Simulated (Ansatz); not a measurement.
# Strontium, omega (AlB2-type) under RPBE: ground state and equation of state

What does RPBE give for strontium in the omega (AlB2-type) structure? We relax it, solve it on a dense k-mesh, then scale the cell to 7 volumes from 88 to 112 % of the relaxed one and try a fit of the equation of state. Spin polarisation is left out. The k-meshes are 6×6×8 for the relaxation; 7×7×10 for the dense run; 7×7×10 for the volumes.

Method: DFT RPBE, plane waves (420 eV) with PAW, scalar-relativistic; PAW files made under PBE, frozen cores solved again for the functional, in Ansatz 0.2.0.

## Step 1: The system as given

It takes space group P6/mmm (No. 191, hexagonal). The conventional cell has a = 6.828 Å, b = 6.828 Å, c = 4.185 Å, α = 90.00°, β = 90.00°, γ = 120.00°. Sr (site symmetry 6/mmm) has 14 Sr at 4.19 to 4.46 Å as nearest neighbours. Sr (site symmetry -6m2) is surrounded by 11 Sr at 3.94 to 4.46 Å.

As a file:

```xyz
3
Lattice="6.8275 0.0000 0.0000 -3.4138 5.9128 0.0000 0.0000 0.0000 4.1853" Properties=species:S:1:pos:R:3 pbc="T T T"
Sr    0.0000    0.0000    0.0000
Sr    0.0000    3.9419    2.0926
Sr    3.4138    1.9709    2.0926
```

## Step 2: Relaxing cell and atoms

File input.yaml:

```yaml
crystal:
  lattice:
    - [6.8275133244, 0.0, 0.0]
    - [-3.4137566622, 5.9127999836, 0.0]
    - [0.0, 0.0, 4.1852656678]
  atoms:
    - { symbol: Sr, position: [0.0, 0.0, 0.0] }
    - { symbol: Sr, position: [0.3333333333, 0.6666666667, 0.5] }
    - { symbol: Sr, position: [0.6666666667, 0.3333333333, 0.5] }
hamiltonian:
  xc: rpbe
  pseudopotentials:
    kind: paw
    azcp:
      Sr: "pseudopotentials/Sr.paw.azcp"
basis:
  ecutwfc: 420
  fft_grid_basis: typed
kpoints:
  mp_grid: { grid: [6, 6, 8], shift: [0, 0, 0] }
magnetization:
  spin_polarized: false
scf:
  occupations: { method: fermi_dirac, width: 0.1 }
relax:
  max_steps: 60
  f_tol: 0.01
  cell: {}
```

Further steps of the session: The energy on a finer k-mesh; At 88 % of the relaxed volume; At 92 % of the relaxed volume; At 96 % of the relaxed volume; At 100 % of the relaxed volume; At 104 % of the relaxed volume; At 108 % of the relaxed volume; At 112 % of the relaxed volume.

**Question.** What will these runs give? Wanted: space group; conventional cell; volume; shortest distance; gap on the mesh; relative to fcc; V₀, B₀, B₀′.

The runs gave:

```
                      quantity                                   value
space group (spins left aside)                        P6/mmm (No. 191)
             conventional cell  a = 6.985 Å, c = 4.188 Å (c/a = 0.599)
                        volume                          58.987 Å³/atom
             shortest distance                                 4.033 Å
               gap on the mesh            none (levels filled in part)
               relative to fcc                            +52 meV/atom
                   V₀, B₀, B₀′           59.193 Å³/atom, 10.1 GPa, 2.8
```

**Reading.** From the guessed start the volume grew by 4.7 % in 4 steps. Against the reference form of strontium (fcc, computed apart with the same settings) it stands 52 meV/atom higher. No gap shows: it is a metal or semimetal at this level. The fitted modulus is 10.1 GPa, a soft solid; letting shape and positions relax at each volume could only lower it. The symmetry was held, so the structure may be unstable against distortions that break it.
